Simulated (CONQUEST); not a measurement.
## Cu2O (Cuprite) under changes of volume

One of the cells (12.885 Å³/atom); the others are scaled copies at fixed shape and fractional positions:

```xyz
6
Lattice="4.2600 0.0000 0.0000 0.0000 4.2600 0.0000 0.0000 0.0000 4.2600" Properties=species:S:1:pos:R:3 pbc="T T T"
Cu    3.1950    1.0650    1.0650
Cu    1.0650    3.1950    1.0650
Cu    3.1950    3.1950    3.1950
Cu    1.0650    1.0650    3.1950
O     2.1300    2.1300    2.1300
O     0.0000    0.0000    0.0000
```

| Item | Value |
| --- | --- |
| Program | CONQUEST 1.3 |
| Functional | PBE |
| Potentials or basis | PseudoDojo NC PBE, SZ, grid of 48 × 48 × 48 points |
| k mesh | 6 × 6 × 6 |
| Occupations | fermi-dirac, width 0.05 eV |
| Spin | no spin polarisation |

| volume (Å³/atom) | energy over the lowest point (meV/atom) | pressure (GPa) | gap on the mesh (eV) |
| --- | --- | --- | --- |
| 12.112 | 107.82 | 21.2 | 1.23 |
| 12.369 | 76.97 | 17.2 | 1.16 |
| 12.627 | ? | ? | ? |
| 12.885 | 32.40 | 10.5 | 1.04 |
| 13.142 | 17.59 | 7.9 | 0.98 |
| 13.400 | 6.82 | 5.4 | 0.92 |
| 13.658 | 0.00 | 3.1 | 0.87 |

Task: What does the run at 12.627 Å³/atom give?

Result: Energy over the lowest point 52.02 meV/atom; pressure 13.8 GPa; gap on the mesh 1.10 eV.

Worked out: A Birch-Murnaghan fit of order 3 (a polynomial in V^(-2/3)) to the other rows has no minimum within the range. It gives 52.03 meV/atom at 12.627 Å³/atom, against the run's 52.02, and -dE/dV = 13.8 GPa, against 13.8. A straight line through the other rows of the gap, of slope -3 eV per unit of ln V (its deformation potential), gives 1.10 eV, against the run's 1.10.

Energies are extrapolated to zero smearing.

Caveats: the atomic basis is small; the basis of atomic orbitals isn't converged, which shifts pressures, moduli and gaps.

A mesh can miss the band edges.
